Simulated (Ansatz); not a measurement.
# ZrC: energy and pressure over a range of volumes

Aim: scale the cell of ZrC up and down at fixed shape and fractional positions, and get the equilibrium volume and bulk modulus with LAPW, PAW and all-electron datasets made for the crystal.

Method: DFT PBEsol, scalar-relativistic, in Ansatz 0.2.0.

## (1) The structure to begin with

The structure is cubic, space group Fm-3m (No. 225). Conventional cell: a = 4.700 Å, b = 4.700 Å, c = 4.700 Å, α = 90.00°, β = 90.00°, γ = 90.00°. Zr (site symmetry m-3m) is surrounded by 6 C at 2.35 Å. Around C (site symmetry m-3m) lie 6 Zr at 2.35 Å.

Coordinates:

```cif
data_structure
_symmetry_space_group_name_H-M 'P 1'
_symmetry_Int_Tables_number 1
_cell_length_a 3.3237
_cell_length_b 3.3237
_cell_length_c 3.3237
_cell_angle_alpha 60.000
_cell_angle_beta 60.000
_cell_angle_gamma 60.000
_cell_volume 25.96
loop_
_atom_site_label
_atom_site_type_symbol
_atom_site_fract_x
_atom_site_fract_y
_atom_site_fract_z
_atom_site_occupancy
Zr1 Zr 0.50000 0.50000 0.50000 1
C1 C 0.00000 0.00000 0.00000 1
```

Atoms are numbered in the order of the input: Zr1, C2.

## (2) Volume × 0.94, LAPW

input.yaml reads:

```yaml
crystal:
  lattice:
    - [0.0, 2.3022330686, 2.3022330686]
    - [2.3022330686, 0.0, 2.3022330686]
    - [2.3022330686, 2.3022330686, 0.0]
  atoms:
    - { symbol: Zr, position: [0.5, 0.5, 0.5] }
    - { symbol: C, position: [0.0, 0.0, 0.0] }
kpoints:
  mp_grid: { grid: [15, 15, 15] }
  band_path:
    path:
      - [0.0, 0.0, 0.0]
      - [0.5, 0.0, 0.5]
      - [0.625, 0.25, 0.625]
      - [0.375, 0.375, 0.75]
      - [0.0, 0.0, 0.0]
      - [0.5, 0.5, 0.5]
      - [0.5, 0.25, 0.75]
      - [0.5, 0.0, 0.5]
    npoints: 5
scf:
  occupations: { method: fermi_dirac, width: 0.05 }
hamiltonian:
  xc: pbesol
  pseudopotentials: { kind: all_electron, lapw: { basis_error: 0.0005 } }
output:
  forces: true
  stress: true
  eigenvalues: true
```

On the command line:

```console
$ ansatz run input.yaml --threads 1 --pin off --max-ram 3072MiB --backend cpu --events-out ev --progress --plain --runs-dir out
```

The log of the run, shortened:

```text
LAPW: plane waves up to 8.702 Å⁻¹, error target 5.0e-4 eV per atom; small_component_spin mean_spin; C in spheres of 1.027 Å, 6 of its electrons in bands, Dirac shells []; Zr in spheres of 1.276 Å, 30 of its electrons in bands, Dirac shells []
[...]
Pseudopotentials: kind: all_electron
Pseudopotential: Zr, LAPW, valence charge 30, Koelling and Harmon's equation, gaussian nucleus
Pseudopotential: C, LAPW, valence charge 6, Koelling and Harmon's equation, gaussian nucleus
Functional definition: PBEsol
[...]
Crystal: 2 atoms, lattice volume = 24.405 Å³
Basis set: ecut = 288.49756502871713 eV, 283 PW (Γ), exchange–correlation at level 2
Bands: 22, of which v1, the nominal top of the filled ones, is band 18 counted from 1 (17 counted from 0)
Symmetry: 48 space group operations
Space group: Fm-3m (ITA 225), of the structure as read, at distance tolerance 2.9e-5 Å
k-points: 120 of 3375
[...]
SCF iter   1: F=—  HF=-98908.120400 eV  |F-HF|=—  |Δ(HF+E_count)|=         —  Δρ=1.23e-1  dr2=5.07e0  ethr=1.41e-2  ⟨swp⟩=2.0  Hψ=17755  notcnv=0
[...]
the basis was enlarged: its passes take 257.0 KiB over the memory plan, 1 of 1 planned eigensolver slots
[...]
SCF iter  10: F=-98906.361411 eV  HF=-98906.361411 eV  |F-HF|=6.26e-9  |Δ(HF+E_count)|=   5.14e-8  Δρ=4.74e-6  dr2=6.33e-9  ethr=4.43e-10  ⟨swp⟩=2.0  Hψ=8157  notcnv=0
[...]
NSCF: frozen V_eff on 36 k-points
SCF converged after 10 iterations
Free energy (F): -98906.361411 eV
[...]
E sigma→0 (E₀):  -98906.360247 eV
Entropy (-TS):   -0.002327 eV (-1.163 meV/atom)
Fermi energy:    17.566530 eV
[...]
--- Forces (eV/Å), atoms counted from 1 ---
  atom   1  Zr     0.00000000    -0.00000000     0.00000000
  atom   2  C     -0.00000000     0.00000000    -0.00000000
[...]
--- Stress (GPa, compression-positive) ---
       10.762691      -0.000000      -0.000000
       -0.000000      10.762691       0.000000
       -0.000000       0.000000      10.762691
  P = ⅓ Tr σ = 10.7627 GPa (107.627 kbar)
--- Band table (eV; the first three rows and the last of 120) ---
  k-point 0: bands = ["-379.3765", "-292.5055", "-292.5055", "-292.5055", "-245.5735", "-149.9413", "-149.9413", "-149.9413", "-149.9284", "-149.9284", "-30.1696", "-7.8644", "-7.8644", "-7.8644", "6.0716", "18.5340", "18.5340", "18.5340", "18.6409", "18.6409", "18.6409", "20.5498"]
[...]
```

Wall time 16 s (1 thread of Intel Xeon Platinum 8488C (Sapphire Rapids), shared host); peak memory 0.46 GiB.

Read from it: pressure 10.76 GPa; no gap.

## (3) Volume × 0.94, PAW

input.yaml reads:

```yaml
crystal:
  lattice:
    - [0.0, 2.3022330686, 2.3022330686]
    - [2.3022330686, 0.0, 2.3022330686]
    - [2.3022330686, 2.3022330686, 0.0]
  atoms:
    - { symbol: Zr, position: [0.5, 0.5, 0.5] }
    - { symbol: C, position: [0.0, 0.0, 0.0] }
kpoints:
  mp_grid: { grid: [15, 15, 15] }
scf:
  occupations: { method: fermi_dirac, width: 0.05 }
hamiltonian:
  xc: pbesol
  pseudopotentials: { kind: paw }
output:
  forces: true
  stress: true
  eigenvalues: true
  efg: { contact_densities: true }
```

On the command line:

```console
$ ansatz run input.yaml --threads 1 --pin off --max-ram 3072MiB --backend cpu --events-out ev --progress --plain --runs-dir out
```

The log of the run, shortened:

```text
Zr: output.efg is read without spin–orbit coupling, which moves field gradients at and beside such atoms by some per cent and up to a factor of two; PAW files take it under magnetization.noncollinear and magnetization.spin_orbit
[...]
Pseudopotentials: kind: paw
Pseudopotential: Zr, paw, valence charge 12, recommended cutoff 420 eV (normal)
Pseudopotential: C, paw, valence charge 4, recommended cutoff 420 eV (normal)
Functional definition: PBEsol
[...]
Crystal: 2 atoms, lattice volume = 24.405 Å³
Basis set: ecut = 420 eV, 531 PW (Γ), exchange–correlation on 48×48×48 points (8 copies of the dense FFT grid, shifted against one another)
Bands: 12, of which v1, the nominal top of the filled ones, is band 8 counted from 1 (7 counted from 0)
Symmetry: 48 space group operations
Space group: Fm-3m (ITA 225), of the structure as read, at distance tolerance 2.9e-5 Å
k-points: 120 of 3375
[...]
Fermi energy:    15.807488 eV
[...]
--- Forces (eV/Å), atoms counted from 1 ---
  atom   1  Zr     0.00000000    -0.00000000    -0.00000000
  atom   2  C     -0.00000000     0.00000000    -0.00000000
[...]
--- Stress (GPa, compression-positive) ---
       10.710668       0.000000       0.000000
        0.000000      10.710668      -0.000000
       -0.000000      -0.000000      10.710668
  P = ⅓ Tr σ = 10.7107 GPa (107.107 kbar)
--- PAW observables at the nuclei: V_zz in 10²¹ V/m², potentials from the cell's mean, atoms counted from 1 ---
  atom   1  Zr V_zz =    +0.000000   η = 0.0000   by run symmetry: forbidden
            electrostatic potential = -5931.547541 V   contact ρ = 489713.336482 e/Å³
  atom   2  C  V_zz =    -0.000000   η = 0.0000   by run symmetry: forbidden
            electrostatic potential = -424.620018 V   contact ρ = 862.787478 e/Å³
--- Band table (eV; the first three rows and the last of 120) ---
  k-point 0: bands = ["-31.9303", "-9.6245", "-9.6245", "-9.6245", "4.3121", "16.7743", "16.7743", "16.7743", "16.8822", "16.8822", "16.8822", "18.7924"]
[...]
```

It took 2.8 s on 1 thread of Intel Xeon Platinum 8488C (Sapphire Rapids), shared host; peak memory 0.41 GiB.

In short: pressure 10.71 GPa; no gap.

## (4) Volume × 0.94, crystal datasets

input.yaml, as its differences from that of step 3:

```diff
@@ -14,3 +14,3 @@
   xc: pbesol
-  pseudopotentials: { kind: paw }
+  pseudopotentials: { kind: all_electron, datasets: crystal }
 output:
```

On the command line:

```console
$ ansatz run input.yaml --threads 1 --pin off --max-ram 3072MiB --backend cpu --events-out ev --progress --plain --runs-dir out
```

The log of the run, shortened:

```text
[...]
Zr: output.efg is read without spin–orbit coupling, which moves field gradients at and beside such atoms by some per cent and up to a factor of two; PAW files take it under magnetization.noncollinear and magnetization.spin_orbit
[...]
Pseudopotentials: kind: all_electron
Pseudopotential: Zr, paw, valence charge 12, recommended cutoff 300 eV (normal), Koelling and Harmon's equation, gaussian nucleus
Pseudopotential: C, paw, valence charge 4, recommended cutoff 300 eV (normal), Koelling and Harmon's equation, gaussian nucleus
Functional definition: PBEsol
[...]
Crystal: 2 atoms, lattice volume = 24.405 Å³
Basis set: ecut = 300 eV, 283 PW (Γ), exchange–correlation on 40×40×40 points (8 copies of the dense FFT grid, shifted against one another)
Bands: 12, of which v1, the nominal top of the filled ones, is band 8 counted from 1 (7 counted from 0)
Symmetry: 48 space group operations
[...]
--- Forces (eV/Å), atoms counted from 1 ---
  atom   1  Zr     0.00000000    -0.00000000    -0.00000000
  atom   2  C     -0.00000000    -0.00000000    -0.00000000
[...]
--- Stress (GPa, compression-positive) ---
       10.761833       0.000000      -0.000000
       -0.000000      10.761833      -0.000000
        0.000000      -0.000000      10.761833
  P = ⅓ Tr σ = 10.7618 GPa (107.618 kbar)
--- PAW observables at the nuclei: V_zz in 10²¹ V/m², potentials from the cell's mean, atoms counted from 1 ---
  atom   1  Zr V_zz =    -0.000000   η = 0.0000   by run symmetry: forbidden
            electrostatic potential = -5929.588705 V   contact ρ = 489775.648399 e/Å³
  atom   2  C  V_zz =    -0.000000   η = 0.0000   by run symmetry: forbidden
            electrostatic potential = -423.851405 V   contact ρ = 862.934592 e/Å³
--- Band table (eV; the first three rows and the last of 120) ---
  k-point 0: bands = ["-30.1696", "-7.8643", "-7.8643", "-7.8643", "6.0716", "18.5339", "18.5339", "18.5339", "18.6409", "18.6409"]
[...]
```

It took 6.4 s on 1 thread of Intel Xeon Platinum 8488C (Sapphire Rapids), shared host; peak memory 0.47 GiB.

Result: pressure 10.76 GPa; no gap.

## (5) Volume × 0.98, LAPW

input.yaml reads:

```yaml
crystal:
  lattice:
    - [0.0, 2.3344363032, 2.3344363032]
    - [2.3344363032, 0.0, 2.3344363032]
    - [2.3344363032, 2.3344363032, 0.0]
  atoms:
    - { symbol: Zr, position: [0.5, 0.5, 0.5] }
    - { symbol: C, position: [0.0, 0.0, 0.0] }
kpoints:
  mp_grid: { grid: [15, 15, 15] }
  band_path:
    path:
      - [0.0, 0.0, 0.0]
      - [0.5, 0.0, 0.5]
      - [0.625, 0.25, 0.625]
      - [0.375, 0.375, 0.75]
      - [0.0, 0.0, 0.0]
      - [0.5, 0.5, 0.5]
      - [0.5, 0.25, 0.75]
      - [0.5, 0.0, 0.5]
    npoints: 5
scf:
  occupations: { method: fermi_dirac, width: 0.05 }
hamiltonian:
  xc: pbesol
  pseudopotentials: { kind: all_electron, lapw: { basis_error: 0.0005 } }
output:
  forces: true
  stress: true
  eigenvalues: true
```

On the command line:

```console
$ ansatz run input.yaml --threads 1 --pin off --max-ram 3072MiB --backend cpu --events-out ev --progress --plain --runs-dir out
```

The log of the run, shortened:

```text
LAPW: plane waves up to 8.589 Å⁻¹, error target 5.0e-4 eV per atom; small_component_spin mean_spin; C in spheres of 1.041 Å, 6 of its electrons in bands, Dirac shells []; Zr in spheres of 1.293 Å, 30 of its electrons in bands, Dirac shells []
[...]
Pseudopotentials: kind: all_electron
Pseudopotential: Zr, LAPW, valence charge 30, Koelling and Harmon's equation, gaussian nucleus
Pseudopotential: C, LAPW, valence charge 6, Koelling and Harmon's equation, gaussian nucleus
Functional definition: PBEsol
[...]
Crystal: 2 atoms, lattice volume = 25.443 Å³
Basis set: ecut = 281.0426403621174 eV, 283 PW (Γ), exchange–correlation at level 2
Bands: 22, of which v1, the nominal top of the filled ones, is band 18 counted from 1 (17 counted from 0)
Symmetry: 48 space group operations
Space group: Fm-3m (ITA 225), of the structure as read, at distance tolerance 2.9e-5 Å
k-points: 120 of 3375
[...]
the basis was enlarged: its passes take 224.9 KiB over the memory plan, 1 of 1 planned eigensolver slots
[...]
SCF iter  10: F=-98906.395280 eV  HF=-98906.395280 eV  |F-HF|=5.24e-9  |Δ(HF+E_count)|=   5.98e-8  Δρ=4.51e-6  dr2=5.94e-9  ethr=5.38e-10  ⟨swp⟩=2.0  Hψ=8172  notcnv=0
[...]
NSCF: frozen V_eff on 36 k-points
SCF converged after 10 iterations
Free energy (F): -98906.395280 eV
[...]
E sigma→0 (E₀):  -98906.394052 eV
Entropy (-TS):   -0.002455 eV (-1.227 meV/atom)
Fermi energy:    16.760842 eV
[...]
--- Forces (eV/Å), atoms counted from 1 ---
  atom   1  Zr     0.00000000     0.00000000     0.00000000
  atom   2  C     -0.00000000     0.00000000    -0.00000000
[...]
--- Stress (GPa, compression-positive) ---
        0.054977      -0.000000       0.000000
       -0.000000       0.054977      -0.000000
        0.000000      -0.000000       0.054977
  P = ⅓ Tr σ = 0.0550 GPa (0.550 kbar)
--- Band table (eV; the first three rows and the last of 120) ---
[... band rows left out ...]
[...]
```

It took 16 s on 1 thread of Intel Xeon Platinum 8488C (Sapphire Rapids), shared host; peak memory 0.46 GiB.

Result: pressure 0.05 GPa; no gap.

## (6) Volume × 0.98, PAW

input.yaml reads:

```yaml
crystal:
  lattice:
    - [0.0, 2.3344363032, 2.3344363032]
    - [2.3344363032, 0.0, 2.3344363032]
    - [2.3344363032, 2.3344363032, 0.0]
  atoms:
    - { symbol: Zr, position: [0.5, 0.5, 0.5] }
    - { symbol: C, position: [0.0, 0.0, 0.0] }
kpoints:
  mp_grid: { grid: [15, 15, 15] }
scf:
  occupations: { method: fermi_dirac, width: 0.05 }
hamiltonian:
  xc: pbesol
  pseudopotentials: { kind: paw }
output:
  forces: true
  stress: true
  eigenvalues: true
  efg: { contact_densities: true }
  write_density: true
  write_potential: true
  elf: true
  volumetric_format: npy
```

On the command line:

```console
$ ansatz run input.yaml --threads 1 --pin off --max-ram 3072MiB --backend cpu --events-out ev --progress --plain --runs-dir out
```

The log of the run, shortened:

```text
Zr: output.efg is read without spin–orbit coupling, which moves field gradients at and beside such atoms by some per cent and up to a factor of two; PAW files take it under magnetization.noncollinear and magnetization.spin_orbit
[...]
Pseudopotentials: kind: paw
Pseudopotential: Zr, paw, valence charge 12, recommended cutoff 420 eV (normal)
Pseudopotential: C, paw, valence charge 4, recommended cutoff 420 eV (normal)
Functional definition: PBEsol
[...]
Crystal: 2 atoms, lattice volume = 25.443 Å³
Basis set: ecut = 420 eV, 531 PW (Γ), exchange–correlation on 48×48×48 points (8 copies of the dense FFT grid, shifted against one another)
Bands: 12, of which v1, the nominal top of the filled ones, is band 8 counted from 1 (7 counted from 0)
Symmetry: 48 space group operations
Space group: Fm-3m (ITA 225), of the structure as read, at distance tolerance 2.9e-5 Å
k-points: 120 of 3375
[...]
Fermi energy:    15.073506 eV
[...]
--- Forces (eV/Å), atoms counted from 1 ---
  atom   1  Zr     0.00000000    -0.00000000    -0.00000000
  atom   2  C     -0.00000000     0.00000000    -0.00000000
[...]
--- Stress (GPa, compression-positive) ---
       -0.002559      -0.000000       0.000000
        0.000000      -0.002559       0.000000
       -0.000000      -0.000000      -0.002559
  P = ⅓ Tr σ = -0.0026 GPa (-0.026 kbar)
--- PAW observables at the nuclei: V_zz in 10²¹ V/m², potentials from the cell's mean, atoms counted from 1 ---
  atom   1  Zr V_zz =    -0.000000   η = 0.0000   by run symmetry: forbidden
            electrostatic potential = -5930.430544 V   contact ρ = 489712.480943 e/Å³
  atom   2  C  V_zz =    -0.000000   η = 0.0000   by run symmetry: forbidden
            electrostatic potential = -423.665113 V   contact ρ = 862.707994 e/Å³
--- Band table (eV; the first three rows and the last of 120) ---
  k-point 0: bands = ["-32.8119", "-10.5388", "-10.5388", "-10.5388", "3.7272", "16.0394", "16.0394", "16.0394", "16.1480", "16.1480", "16.1480", "17.9472"]
[...]
```

Wall time 3.3 s (1 thread of Intel Xeon Platinum 8488C (Sapphire Rapids), shared host); peak memory 0.42 GiB.

Result: pressure 0.00 GPa; no gap.

## (7) Volume × 0.98, crystal datasets

input.yaml, as its differences from that of step 6:

```diff
@@ -14,3 +14,3 @@
   xc: pbesol
-  pseudopotentials: { kind: paw }
+  pseudopotentials: { kind: all_electron, datasets: crystal }
 output:
@@ -20,5 +20 @@
   efg: { contact_densities: true }
-  write_density: true
-  write_potential: true
-  elf: true
-  volumetric_format: npy
```

On the command line:

```console
$ ansatz run input.yaml --threads 1 --pin off --max-ram 3072MiB --backend cpu --events-out ev --progress --plain --runs-dir out
```

The log of the run, shortened:

```text
[...]
Zr: output.efg is read without spin–orbit coupling, which moves field gradients at and beside such atoms by some per cent and up to a factor of two; PAW files take it under magnetization.noncollinear and magnetization.spin_orbit
[...]
Pseudopotentials: kind: all_electron
Pseudopotential: Zr, paw, valence charge 12, recommended cutoff 280 eV (normal), Koelling and Harmon's equation, gaussian nucleus
Pseudopotential: C, paw, valence charge 4, recommended cutoff 280 eV (normal), Koelling and Harmon's equation, gaussian nucleus
Functional definition: PBEsol
[...]
Crystal: 2 atoms, lattice volume = 25.443 Å³
Basis set: ecut = 280 eV, 283 PW (Γ), exchange–correlation on 40×40×40 points (8 copies of the dense FFT grid, shifted against one another)
Bands: 12, of which v1, the nominal top of the filled ones, is band 8 counted from 1 (7 counted from 0)
Symmetry: 48 space group operations
[...]
--- Forces (eV/Å), atoms counted from 1 ---
  atom   1  Zr     0.00000000    -0.00000000    -0.00000000
  atom   2  C     -0.00000000     0.00000000    -0.00000000
[...]
--- Stress (GPa, compression-positive) ---
        0.054799      -0.000000      -0.000000
        0.000000       0.054799      -0.000000
       -0.000000       0.000000       0.054799
  P = ⅓ Tr σ = 0.0548 GPa (0.548 kbar)
--- PAW observables at the nuclei: V_zz in 10²¹ V/m², potentials from the cell's mean, atoms counted from 1 ---
  atom   1  Zr V_zz =    -0.000000   η = 0.0000   by run symmetry: forbidden
            electrostatic potential = -5928.506160 V   contact ρ = 489774.812189 e/Å³
  atom   2  C  V_zz =    -0.000000   η = 0.0000   by run symmetry: forbidden
            electrostatic potential = -422.912301 V   contact ρ = 862.854711 e/Å³
--- Band table (eV; the first three rows and the last of 120) ---
  k-point 0: bands = ["-31.1224", "-8.8501", "-8.8501", "-8.8501", "5.4150", "17.7270", "17.7270", "17.7270", "17.8350", "17.8350"]
[...]
```

Wall time 7.6 s (1 thread of Intel Xeon Platinum 8488C (Sapphire Rapids), shared host); peak memory 0.48 GiB.

In short: pressure 0.05 GPa; no gap.

## (8) Volume × 1.01, LAPW

input.yaml reads:

```yaml
crystal:
  lattice:
    - [0.0, 2.358018064, 2.358018064]
    - [2.358018064, 0.0, 2.358018064]
    - [2.358018064, 2.358018064, 0.0]
  atoms:
    - { symbol: Zr, position: [0.5, 0.5, 0.5] }
    - { symbol: C, position: [0.0, 0.0, 0.0] }
kpoints:
  mp_grid: { grid: [15, 15, 15] }
  band_path:
    path:
      - [0.0, 0.0, 0.0]
      - [0.5, 0.0, 0.5]
      - [0.625, 0.25, 0.625]
      - [0.375, 0.375, 0.75]
      - [0.0, 0.0, 0.0]
      - [0.5, 0.5, 0.5]
      - [0.5, 0.25, 0.75]
      - [0.5, 0.0, 0.5]
    npoints: 5
scf:
  occupations: { method: fermi_dirac, width: 0.05 }
hamiltonian:
  xc: pbesol
  pseudopotentials: { kind: all_electron, lapw: { basis_error: 0.0005 } }
output:
  forces: true
  stress: true
  eigenvalues: true
```

On the command line:

```console
$ ansatz run input.yaml --threads 1 --pin off --max-ram 3072MiB --backend cpu --events-out ev --progress --plain --runs-dir out
```

The log of the run, shortened:

```text
LAPW: plane waves up to 8.507 Å⁻¹, error target 5.0e-4 eV per atom; small_component_spin mean_spin; C in spheres of 1.052 Å, 6 of its electrons in bands, Dirac shells []; Zr in spheres of 1.306 Å, 30 of its electrons in bands, Dirac shells []
[...]
Pseudopotentials: kind: all_electron
Pseudopotential: Zr, LAPW, valence charge 30, Koelling and Harmon's equation, gaussian nucleus
Pseudopotential: C, LAPW, valence charge 6, Koelling and Harmon's equation, gaussian nucleus
Functional definition: PBEsol
[...]
Crystal: 2 atoms, lattice volume = 26.222 Å³
Basis set: ecut = 275.74313319427927 eV, 283 PW (Γ), exchange–correlation at level 2
Bands: 22, of which v1, the nominal top of the filled ones, is band 18 counted from 1 (17 counted from 0)
Symmetry: 48 space group operations
Space group: Fm-3m (ITA 225), of the structure as read, at distance tolerance 3.0e-5 Å
k-points: 120 of 3375
[...]
the basis was enlarged: its passes take 226.4 KiB over the memory plan, 1 of 1 planned eigensolver slots
[...]
SCF iter  10: F=-98906.378837 eV  HF=-98906.378837 eV  |F-HF|=4.06e-9  |Δ(HF+E_count)|=   6.50e-8  Δρ=4.18e-6  dr2=5.14e-9  ethr=6.08e-10  ⟨swp⟩=2.0  Hψ=8172  notcnv=0
[...]
NSCF: frozen V_eff on 36 k-points
SCF converged after 10 iterations
Free energy (F): -98906.378837 eV
[...]
E sigma→0 (E₀):  -98906.377537 eV
Entropy (-TS):   -0.002600 eV (-1.300 meV/atom)
Fermi energy:    16.197774 eV
[...]
--- Forces (eV/Å), atoms counted from 1 ---
  atom   1  Zr    -0.00000000     0.00000000     0.00000000
  atom   2  C     -0.00000000     0.00000000    -0.00000000
[...]
--- Stress (GPa, compression-positive) ---
       -6.647199      -0.000000       0.000000
       -0.000000      -6.647199      -0.000000
        0.000000      -0.000000      -6.647199
  P = ⅓ Tr σ = -6.6472 GPa (-66.472 kbar)
--- Band table (eV; the first three rows and the last of 120) ---
[... band rows left out ...]
[...]
```

Wall time 16 s (1 thread of Intel Xeon Platinum 8488C (Sapphire Rapids), shared host); peak memory 0.47 GiB.

Read from it: pressure -6.65 GPa; no gap.

[end of part 1 of 2]
